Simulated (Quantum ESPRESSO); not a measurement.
Crystal: PbSe (Clausthalite).

```xyz
2
Lattice="0.0000 3.0606 3.0606 3.0606 0.0000 3.0606 3.0606 3.0606 0.0000" Properties=species:S:1:pos:R:3 pbc="T T T"
Pb    0.0000    0.0000    0.0000
Se    3.0606    3.0606    3.0606
```

Base run:

| Quantity | Value |
| --- | --- |
| Program | Quantum ESPRESSO 7.5 |
| Functional | WC |
| Potentials or basis | GBRV 1.5 PBE |
| Cutoff | 612 eV |
| Density cutoff | 4898 eV |
| k mesh | 6 × 6 × 6, shifted |
| Occupations | fermi-dirac, width 0.05 eV |
| Spin | no spin polarisation |

Its results: pressure -0.5 GPa; electronic dielectric tensor (diagonal) 22.44.

Q: The run is repeated on the same cell with these changes: functional from WC to PBE. What comes out?

A: Pressure 2.3 GPa; electronic dielectric tensor (diagonal) 20.90.

PBE binds less tightly than WC, so the same cell stands under more pressure.

Caveats: the potentials were made for another functional, which shifts forces and pressure (some runs).

Not every run made on this cell is shown here.
